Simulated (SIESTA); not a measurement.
Runs of SIESTA 5.4.2 on Ru. The structure is hexagonal, space group P6_3/mmc (No. 194). Conventional cell: a = 2.706 Å, b = 2.706 Å, c = 4.282 Å, α = 90.00°, β = 90.00°, γ = 120.00°. Ru (site symmetry -6m2) is surrounded by 12 Ru at 2.65 to 2.71 Å. 

| task | level | potentials or basis | cell | gap on the mesh (eV) | pressure (GPa) | V0 of scaled cells (Å³/atom) | B0 (GPa) |
| --- | --- | --- | --- | --- | --- | --- | --- |
| band structure | LDA | PseudoDojo 0.4 standard (LDA files), DZP (energy shift 0.003 Ry; two zetas on semicore shells) | as given | none | -8.3 | - | - |
| equation of state | LDA | PseudoDojo 0.4 standard (LDA files), DZP (energy shift 0.003 Ry; two zetas on semicore shells) | as given | - | - | (a) | 364 |
| single point | PBEsol | PseudoDojo 0.4 standard (PBEsol files), DZP (energy shift 0.003 Ry; two zetas on semicore shells) | atoms moved at random, drawn with an rms of 0.05 Å | none | -2.4 | - | - |
| single point | PBEsol | PseudoDojo 0.4 standard (PBEsol files), DZP (energy shift 0.003 Ry; two zetas on semicore shells) | as given | none | -2.5 | - | - |
| equation of state | PBEsol | PseudoDojo 0.4 standard (PBEsol files), DZP (energy shift 0.003 Ry; two zetas on semicore shells) | as given | - | - | (b) | 344 |

Alike in all rows: no spin polarisation; k mesh 11 × 11 × 6; smearing fermi-dirac 0.05 eV; grid cutoff 800 Ry; energy shift 0.003 Ry.

Question: Estimate the missing entries.

Answer: (a) 13.24; (b) 13.47.

Caveats: the basis of atomic orbitals isn't converged, which shifts pressures, moduli and gaps; the cell was scaled at fixed shape and fractional positions, which overstates the stiffness of a crystal with free parameters, most of all of layers and chains (some runs).

A k mesh can miss the band edges, and the runs leave out spin-orbit coupling on Ru.

A gap of «none» marks a metal or a gap under the smearing width.

Runs at the PBE level aren't shown here.
